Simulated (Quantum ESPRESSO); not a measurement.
Runs of Quantum ESPRESSO 7.5 on Fe. Symmetry: Fmmm, No. 69, orthorhombic system. The conventional cell has a = 2.997 Å, b = 3.883 Å, c = 3.930 Å, α = 90.00°, β = 90.00°, γ = 90.00°. Around Fe (site symmetry mmm) lie 12 Fe at 2.45 to 2.76 Å. 

| U | gap on the mesh (eV) | pressure (GPa) | moment (μB) |
| --- | --- | --- | --- |
| Fe d U = 5 eV | none | 23.8 | 2.97 |
| Fe d U = 6 eV | none | 28.2 | 2.99 |
| Fe d U = 3 eV | none | 9.7 | 2.73 |
| Fe d U = 1 eV | none | (c) | (b) |
| Fe d U = 4 eV | none | (a) | 2.87 |

Alike in all rows: task single point; level PBEsol+U; potentials or basis GBRV 1.5 PBEsol; spin collinear, ferromagnetic start; cell as given; k mesh 13 × 13 × 13; cutoff (eV) 762; smearing fermi-dirac 0.05 eV.

Question: Fill in the values left out.

Answer: (a) 17.7; (b) 2.62; (c) 1.8.

Caveats: the U is typed as a test and isn't derived for this compound; a pressure of tens of GPa on the cell as given is suspect, and the run, the potentials or the cell itself is likely at fault (some runs).

A gap of «none» marks a metal or a gap under the smearing width.
